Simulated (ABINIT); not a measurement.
# TaN (P-6m2) in ABINIT: reference runs

Reference runs on TaN: the cell as given and a disturbed copy.

Everything below comes from runs of ABINIT 10.8.3 (patched build). Logs are shortened: lines on timing, memory, paths and dates and some standing lists are left out, and cuts for length are marked. The log counts tension as positive stress, the text compression.

**1. The structure**

The structure is hexagonal, space group P-6m2 (No. 187). The conventional cell has a = 2.938 Å, b = 2.938 Å, c = 2.883 Å, α = 90.00°, β = 90.00°, γ = 120.00°. Ta (site symmetry -6m2) has 6 N at 2.23 Å as nearest neighbours. N (site symmetry -6m2) is surrounded by 6 Ta at 2.23 Å.

**2. Single point, PBE**

Contents of run.abi:

```
# Pseudopotentials
pp_dirpath "./"
pseudos "Ta.GGA_PBE-JTH.xml, N.GGA_PBE-JTH.xml"

# Structure
structure "poscar:POSCAR"
natom 2

# Plane-wave basis
ecut 26.0
pawecutdg 48.0
pawxcdev 0

# k points
kptopt 1
ngkpt 10 10 9
nshiftk 1
shiftk 0.0 0.0 0.0

# Exchange and correlation
ixc 11

# Bands and occupations
nband 13
occopt 3
tsmear 0.05 eV

# SCF cycle
nstep 100
tolvrs 1.0e-9

# Output
iomode 3
prtwf 0
prtden 0
prteig 0
prtebands 0
enunit 2
```

Contents of POSCAR:

```
TaN
1.0
    2.9380011100      0.0000000000      0.0000000000
   -1.4690005500      2.5443836000      0.0000000000
    0.0000000000      0.0000000000      2.8830022100
Ta N
1 1
Direct
    0.3333333333      0.6666666667      0.5000000000  Ta
    0.0000000000      0.0000000000      0.0000000000  N
```

Potentials or basis: JTH PAW PBE v2.0.

Command:

```sh
abinit run.abi > log 2>&1
```

run.abo:

```text
.Version 10.8.3 of ABINIT
 Symmetries : space group P-6 m 2 (#187); Bravais hP (primitive hexag.)
================================================================================
 Values of the parameters that define the memory need of the present run
     intxc =       0    ionmov =       0      iscf =      17    lmnmax =      18
     lnmax =       6     mgfft =      27  mpssoang =       3    mqgrid =    3001
     natom =       2  nloc_mem =       2    nspden =       1   nspinor =       1
    nsppol =       1      nsym =      12    n1xccc =       1    ntypat =       2
    occopt =       3   xclevel =       2
       mpw =         936          nfft =       19683          nkpt =          70
 PAW method is used; the additional fine FFT grid is defined by:
   mgfftf=        36    nfftf =     46656
================================================================================
================================================================================

--------------------------------------------------------------------------------
------------- Echo of variables that govern the present computation ------------
--------------------------------------------------------------------------------
 -outvars: echo values of preprocessed input variables --------
            acell      1.0000000000E+00  1.0000000000E+00  1.0000000000E+00 Bohr
              amu      1.80947900E+02  1.40067400E+01
             ecut      2.60000000E+01 Hartree
           enunit           2
                       outvar_i_n : Printing only first  50 k-points.
              ixc          11
                       outvar_i_n : Printing only first  50 k-points.
         kptrlatt       10    0    0      0   10    0      0    0    9
          kptrlen      4.90327614E+01
            natom           2
            nband          13
            ngfft          27      27      27
          ngfftdg          36      36      36
             nkpt          70
            nstep         100
             nsym          12
           ntypat           2
                       prtocc : prtvol=0, do not print more k-points.
           occopt           3
        pawecutdg      4.80000000E+01 Hartree
         pawxcdev           0
           prtden           0
        prtebands           0
           prteig           0
            prtwf           0
            rprim      5.5520174555E+00  0.0000000000E+00  0.0000000000E+00
                      -2.7760087183E+00  4.8081881633E+00  0.0000000000E+00
                       0.0000000000E+00  0.0000000000E+00  5.4480845973E+00
          spgroup         187
           tolvrs      1.00000000E-09
           tsmear      1.83746611E-03 Hartree
            typat      1  2
           useylm           1
                       outvars : Printing only first  50 k-points.
           xangst      3.1864329642E-09  1.6962557334E+00  1.4415011050E+00
                      -1.4690006749E-10  8.4812793684E-11  0.0000000000E+00
            xcart      6.0214856208E-09  3.2054587757E+00  2.7240422986E+00
                      -2.7760089543E-10  1.6027295204E-10  0.0000000000E+00
             xred      3.3333333330E-01  6.6666666670E-01  5.0000000000E-01
                      -3.3333336091E-11  3.3333336091E-11  0.0000000000E+00
            znucl       73.00000    7.00000

================================================================================

 chkinp: Checking input parameters for consistency.

================================================================================
== DATASET  1 ==================================================================

--- !DatasetInfo
iteration_state: {dtset: 1, }
dimensions: {natom: 2, nkpt: 70, mband: 13, nsppol: 1, nspinor: 1, nspden: 1, mpw: 936, }
cutoff_energies: {ecut:  26.0, pawecutdg:  48.0, }
electrons: {nelect:   1.80000000E+01, charge:   0.00000000E+00, occopt:   3.00000000E+00, tsmear:   1.83746611E-03, }
meta: {optdriver: 0, ionmov: 0, optcell: 0, iscf: 17, paral_kgb: 0, }
...

 Exchange-correlation functional for the present dataset will be:
  GGA: Perdew-Burke-Ernzerhof functional - ixc=11
  J.P.Perdew, K.Burke, M.Ernzerhof, PRL 77, 3865 (1996)

 Real(R)+Recip(G) space primitive vectors, cartesian coordinates (Bohr,Bohr^-1):
 R(1)=  5.5520175  0.0000000  0.0000000  G(1)=  0.1801147  0.1039893  0.0000000
 R(2)= -2.7760087  4.8081882  0.0000000  G(2)=  0.0000000  0.2079785  0.0000000
 R(3)=  0.0000000  0.0000000  5.4480846  G(3)=  0.0000000  0.0000000  0.1835507
 Unit cell volume ucvol=  1.4543741E+02 bohr^3
 Angles (23,13,12)=  9.00000000E+01  9.00000000E+01  1.20000000E+02 degrees

 Coarse grid specifications (used for wave-functions):

 getcut: wavevector=  0.0000  0.0000  0.0000  ngfft=  27  27  27
         ecut(hartree)=     26.000   => boxcut(ratio)=   2.04220

 Fine grid specifications (used for densities):

 getcut: wavevector=  0.0000  0.0000  0.0000  ngfft=  36  36  36
         ecut(hartree)=     48.000   => boxcut(ratio)=   2.07905

--- Pseudopotential description ------------------------------------------------
- pspini: atom type   1  psp file is ./Ta.GGA_PBE-JTH.xml
 Pseudopotential format is: paw10
 basis_size (lnmax)=  6 (lmn_size= 18), orbitals=   0   0   1   1   2   2
 Spheres core radius: rc_sph= 2.41973345
 Shapefunction is SIN type: shapef(r)=[sin(pi*r/rshp)/(pi*r/rshp)]**2
 Radius for shape functions =  2.11065461
 Compensation charge density is not taken into account in XC energy/potential

- pspini: atom type   2  psp file is ./N.GGA_PBE-JTH.xml
 Pseudopotential format is: paw10
 basis_size (lnmax)=  4 (lmn_size=  8), orbitals=   0   0   1   1
 Spheres core radius: rc_sph= 1.20497474
 Shapefunction is SIN type: shapef(r)=[sin(pi*r/rshp)/(pi*r/rshp)]**2
 Radius for shape functions =  1.00243812
 Compensation charge density is not taken into account in XC energy/potential

   1.44004365E+03                                ecore*ucvol(ha*bohr**3)
--------------------------------------------------------------------------------

================================================================================

--- !BeginCycle
iteration_state: {dtset: 1, }
solver: {iscf: 17, nstep: 100, nline: 4, wfoptalg: 10, }
tolerances: {tolvrs: 1.00E-09, }
...

     iter   Etot(hartree)      deltaE(h)  residm     nres2
 ETOT  1  -65.377821297471    -6.538E+01 1.458E+01 1.210E+01
 ETOT  2  -69.287141582643    -3.909E+00 1.876E-01 8.143E+01
 ETOT  3  -69.153227548491     1.339E-01 1.749E-01 2.974E+01
 ETOT  4  -69.086988356518     6.624E-02 7.558E-02 1.397E+00
 ETOT  5  -69.109296298078    -2.231E-02 6.025E-02 1.088E+01
 ETOT  6  -69.082165011060     2.713E-02 2.425E-02 4.021E-01
 ETOT  7  -69.085013789427    -2.849E-03 2.281E-02 5.331E-03
 ETOT  8  -69.085347505609    -3.337E-04 4.004E-03 8.990E-02
 ETOT  9  -69.085154478357     1.930E-04 4.221E-03 1.249E-03
 ETOT 10  -69.085166796183    -1.232E-05 4.278E-03 7.507E-05
 ETOT 11  -69.085166991765    -1.956E-07 3.066E-03 5.242E-05
 ETOT 12  -69.085166991717     4.854E-11 1.123E-03 3.226E-05
 ETOT 13  -69.085167013021    -2.130E-08 1.879E-03 3.455E-05
 ETOT 14  -69.085166993106     1.992E-08 5.601E-04 2.488E-05
 ETOT 15  -69.085166959775     3.333E-08 8.569E-04 3.698E-06
 ETOT 16  -69.085166955302     4.473E-09 3.816E-04 3.888E-08
 ETOT 17  -69.085166955725    -4.227E-10 3.433E-04 1.438E-08
 ETOT 18  -69.085166955713     1.143E-11 4.696E-04 3.563E-10

 At SCF step   18       nres2   =  3.56E-10 < tolvrs=  1.00E-09 =>converged.

 Cartesian components of stress tensor (hartree/bohr^3)
  sigma(1 1)= -1.41381388E-04  sigma(3 2)=  0.00000000E+00
  sigma(2 2)= -1.41381516E-04  sigma(3 1)=  0.00000000E+00
  sigma(3 3)= -1.76485363E-04  sigma(2 1)= -1.33508224E-10

--- !ResultsGS
iteration_state: {dtset: 1, }
comment   : Summary of ground state results
lattice_vectors:
- [  5.5520175,   0.0000000,   0.0000000, ]
- [ -2.7760087,   4.8081882,   0.0000000, ]
- [  0.0000000,   0.0000000,   5.4480846, ]
lattice_lengths: [   5.55202,    5.55202,    5.44808, ]
lattice_angles: [ 90.000,  90.000, 120.000, ] # degrees, (23, 13, 12)
lattice_volume:   1.4543741E+02
convergence: {deltae:  1.143E-11, res2:  3.563E-10, residm:  4.696E-04, diffor: null, }
etotal    :  -6.90851670E+01
entropy   :   0.00000000E+00
fermie    :   1.86368721E-01
cartesian_stress_tensor: # hartree/bohr^3
- [ -1.41381388E-04,  -1.33508224E-10,   0.00000000E+00, ]
- [ -1.33508224E-10,  -1.41381516E-04,   0.00000000E+00, ]
- [  0.00000000E+00,   0.00000000E+00,  -1.76485363E-04, ]
pressure_GPa:   4.5039E+00
xred      :
- [  3.3333E-01,   6.6667E-01,   5.0000E-01, Ta]
- [ -3.3333E-11,   3.3333E-11,   0.0000E+00,  N]
cartesian_forces: # hartree/bohr
- [ -1.24156162E-26,   1.21858709E-25,  -0.00000000E+00, ]
- [  1.24156162E-26,  -1.21858709E-25,  -0.00000000E+00, ]
force_length_stats: {min:   1.22489560E-25, max:   1.22489560E-25, mean:   1.22489560E-25, }
...

 Integrated electronic density in atomic spheres:
 ------------------------------------------------
 Atom  Sphere_radius  Integrated_density
    1        2.41973         10.74279575
    2        1.20497          2.55017399

================================================================================

 ----iterations are completed or convergence reached----

 Mean square residual over all n,k,spin=   72.360E-08; max=  46.961E-05
 reduced coordinates (array xred) for    2 atoms
       0.333333333300      0.666666666700      0.500000000000
      -0.000000000033      0.000000000033      0.000000000000
 rms dE/dt=  3.6475E-25; max dE/dt=  5.5145E-25; dE/dt below (all hartree)
    1       0.000000000000     -0.000000000000      0.000000000000
    2       0.000000000000      0.000000000000      0.000000000000

 cartesian coordinates (angstrom) at end:
    1      0.00000000318643     1.69625573341815     1.44150110500000
    2     -0.00000000014690     0.00000000008481     0.00000000000000

 cartesian forces (hartree/bohr) at end:
    1     -0.00000000000000     0.00000000000000    -0.00000000000000
    2      0.00000000000000    -0.00000000000000    -0.00000000000000
 frms,max,avg= 7.0719381E-26 1.2185871E-25   0.000E+00  0.000E+00  0.000E+00 h/b

 cartesian forces (eV/Angstrom) at end:
    1     -0.00000000000000     0.00000000000000    -0.00000000000000
    2      0.00000000000000    -0.00000000000000    -0.00000000000000
 frms,max,avg= 3.6365368E-24 6.2662267E-24   0.000E+00  0.000E+00  0.000E+00 e/A
 length scales=  1.000000000000  1.000000000000  1.000000000000 bohr
              =  0.529177210544  0.529177210544  0.529177210544 angstroms
 Fermi (or HOMO) energy (hartree) =   0.18637   Average Vxc (hartree)=  -0.48902
 Eigenvalues (hartree) for nkpt=  70  k points:
 kpt#   1, nband= 13, wtk=  0.00111, kpt=  0.0000  0.0000  0.0000 (reduced coord)
  -2.33470   -1.09678   -1.08704   -1.08704   -0.46912    0.01626    0.01626    0.02932
   0.07615    0.26484    0.31574    0.31574    0.33136
      occupation numbers for kpt#   1
   2.00000    2.00000    2.00000    2.00000    2.00000    2.00000    2.00000    2.00000
   2.00000    0.00000    0.00000    0.00000    0.00000
 prteigrs : prtvol=0 or 1, do not print more k-points.

 Fermi (or HOMO) energy (eV) =   5.07135   Average Vxc (eV)= -13.30697
 Eigenvalues (   eV  ) for nkpt=  70  k points:
 kpt#   1, nband= 13, wtk=  0.00111, kpt=  0.0000  0.0000  0.0000 (reduced coord)
 -63.53041  -29.84501  -29.57977  -29.57977  -12.76547    0.44256    0.44256    0.79778
   2.07215    7.20673    8.59170    8.59172    9.01688
 prteigrs : prtvol=0 or 1, do not print more k-points.

--- !EnergyTerms
iteration_state     : {dtset: 1, }
comment             : Components of total free energy in Hartree
kinetic             :  1.19515286152986E+01
hartree             :  8.25481119795726E+00
xc                  : -1.09192306272630E+01
Ewald energy        : -6.15191844340370E+01
psp_core            :  9.90146681125119E+00
local_psp           : -1.17194878893879E+01
PAW spherical_terms : -1.50350622019290E+01
internal            : -6.90851585281098E+01
'-kT*entropy'       : -1.14496198026295E-05
total_energy        : -6.90851699777296E+01
total_energy_eV     : -1.87990324413325E+03
...

--- !EnergyTermsDC
iteration_state     : {dtset: 1, }
comment             : '"Double-counting" decomposition of free energy'
band_energy         : -1.20105812531601E+01
Ewald energy        : -6.15191844340370E+01
psp_core            :  9.90146681125119E+00
xc_dc               : -1.18966872654709E+01
PAW spherical_terms :  6.43983063532325E+00
internal            : -6.90851555060936E+01
'-kT*entropy'       : -1.14496198026295E-05
total_energy_dc     : -6.90851669557134E+01
total_energy_dc_eV  : -1.87990316190000E+03
...

--- !EnergyTermsWithPAWCore
iteration_state     : {dtset: 1, }
comment             : 'Components of total free energy, including PAW core contributions'
Total energy        : -1.56597616862839E+04
Total energy DC     : -1.56597616832618E+04
Total energy (eV)   : -4.26123823765485E+05
Total energy DC (eV): -4.26123823683252E+05
...

 Cartesian components of stress tensor (hartree/bohr^3)
  sigma(1 1)= -1.41381388E-04  sigma(3 2)=  0.00000000E+00
  sigma(2 2)= -1.41381516E-04  sigma(3 1)=  0.00000000E+00
  sigma(3 3)= -1.76485363E-04  sigma(2 1)= -1.33508224E-10

-Cartesian components of stress tensor (GPa)         [Pressure=  4.5039E+00 GPa]
- sigma(1 1)= -4.15958406E+00  sigma(3 2)=  0.00000000E+00
- sigma(2 2)= -4.15958782E+00  sigma(3 1)=  0.00000000E+00
- sigma(3 3)= -5.19237864E+00  sigma(2 1)= -3.92794756E-06

== END DATASET(S) ==============================================================
================================================================================

 -outvars: echo values of variables after computation  --------
            acell      1.0000000000E+00  1.0000000000E+00  1.0000000000E+00 Bohr
           etotal     -6.9085166956E+01
            fcart     -1.2415616173E-26  1.2185870868E-25 -0.0000000000E+00
                       1.2415616173E-26 -1.2185870868E-25 -0.0000000000E+00
            rprim      5.5520174555E+00  0.0000000000E+00  0.0000000000E+00
                      -2.7760087183E+00  4.8081881633E+00  0.0000000000E+00
                       0.0000000000E+00  0.0000000000E+00  5.4480845973E+00
           strten     -1.4138138850E-04 -1.4138151630E-04 -1.7648536292E-04
                       0.0000000000E+00  0.0000000000E+00 -1.3350822383E-10
           xangst      3.1864329642E-09  1.6962557334E+00  1.4415011050E+00
                      -1.4690006749E-10  8.4812793684E-11  0.0000000000E+00
             xred      3.3333333330E-01  6.6666666670E-01  5.0000000000E-01
                      -3.3333336091E-11  3.3333336091E-11  0.0000000000E+00
 Calculation completed.
```

Run time: 24 s. Hardware: 1 thread of Intel Xeon 6975P-C (Granite Rapids), shared host; peak memory 0.12 GiB.

What came out:

| Item | Value |
| --- | --- |
| Free energy | -1879.9032 eV |
| Pressure | 4.5 GPa |
| Band gap on the k mesh | none (metal or under the smearing width) |
| Valence electrons inside the program's atomic spheres | Ta 10.74; N 2.55 |

Stress tensor (GPa, compression positive):
```
4.16 0.00 0.00
0.00 4.16 0.00
0.00 0.00 5.19
```

Spin-orbit coupling is left out, which matters for the levels of Ta.

**3. Single point, PBE (atoms moved at random, drawn with an rms of 0.05 Å)**

run.abi: that of step 2 with these lines changed.

```diff
@@ -5,4 +5,17 @@
 # Structure
-structure "poscar:POSCAR"
+acell 3*1.0 Angstrom
+rprim
+     2.9380011100     0.0000000000     0.0000000000
+    -1.4690005500     2.5443836000     0.0000000000
+     0.0000000000     0.0000000000     2.8830022100
+ntypat 2
+znucl 73 7
 natom 2
+typat 1 2
+xcart
+     0.0404214694     3.2455029671     2.6328631530
+    -0.0935431660     0.0263152138     0.0319966008
+chkprim 0
+chksymtnons 0
+tolsym 1.0e-6
 
@@ -25,3 +38,3 @@
 occopt 3
-tsmear 0.05 eV
+tsmear 0.00183747
 
@@ -37,2 +50,2 @@
 prtebands 0
-enunit 2
+enunit 1
```

Potentials or basis: JTH PAW PBE v2.0.

Command:

```sh
abinit run.abi > log 2>&1
```

run.abo:

```text
.Version 10.8.3 of ABINIT
 Symmetries : space group P1 (#  1); Bravais aP (primitive triclinic)
================================================================================
 Values of the parameters that define the memory need of the present run
     intxc =       0    ionmov =       0      iscf =      17    lmnmax =      18
     lnmax =       6     mgfft =      27  mpssoang =       3    mqgrid =    3001
     natom =       2  nloc_mem =       2    nspden =       1   nspinor =       1
    nsppol =       1      nsym =       1    n1xccc =       1    ntypat =       2
    occopt =       3   xclevel =       2
       mpw =         936          nfft =       19683          nkpt =         452
 PAW method is used; the additional fine FFT grid is defined by:
   mgfftf=        36    nfftf =     46656
================================================================================
================================================================================

--------------------------------------------------------------------------------
[... 253 lines left out ...]
- sigma(2 2)= -5.12367467E+00  sigma(3 1)=  1.74903317E+00
- sigma(3 3)= -7.48593908E+00  sigma(2 1)= -1.25075951E+00

== END DATASET(S) ==============================================================
================================================================================

 -outvars: echo values of variables after computation  --------
            acell      1.8897261259E+00  1.8897261259E+00  1.8897261259E+00 Bohr
           etotal     -6.9082765369E+01
            fcart     -1.8779878122E-02 -2.6944130755E-03  1.8645907041E-02
                       1.8779878122E-02  2.6944130755E-03 -1.8645907041E-02
            rprim      2.9380011100E+00  0.0000000000E+00  0.0000000000E+00
                      -1.4690005500E+00  2.5443836000E+00  0.0000000000E+00
                       0.0000000000E+00  0.0000000000E+00  2.8830022100E+00
           strten     -1.9927288314E-04 -1.7415016249E-04 -2.5444189761E-04
                       1.0697156476E-05  5.9448428999E-05 -4.2512451542E-05
           xangst      2.1390120423E-02  1.7174462069E+00  1.3932511790E+00
                      -4.9500911649E-02  1.3925411434E-02  1.6931871958E-02
             xred      3.4477799976E-01  6.7499499955E-01  4.8326399967E-01
                      -1.4111999993E-02  5.4729999964E-03  5.8729999927E-03
 Calculation completed.
```

It took 2.3 min on 1 thread of Intel Xeon 6975P-C (Granite Rapids), shared host; peak memory 0.29 GiB.

Results:

| Property | Result |
| --- | --- |
| Free energy | -1879.8378 eV |
| Pressure | 6.2 GPa |
| Largest force | 1.368 eV/Å |
| Band gap on the k mesh | none (metal or under the smearing width) |
| Valence electrons inside the program's atomic spheres | Ta 10.76; N 2.57 |

Forces in eV/Å, atoms in the order of the input:
```
Ta  -0.966 -0.139  0.959
N    0.966  0.139 -0.959
```
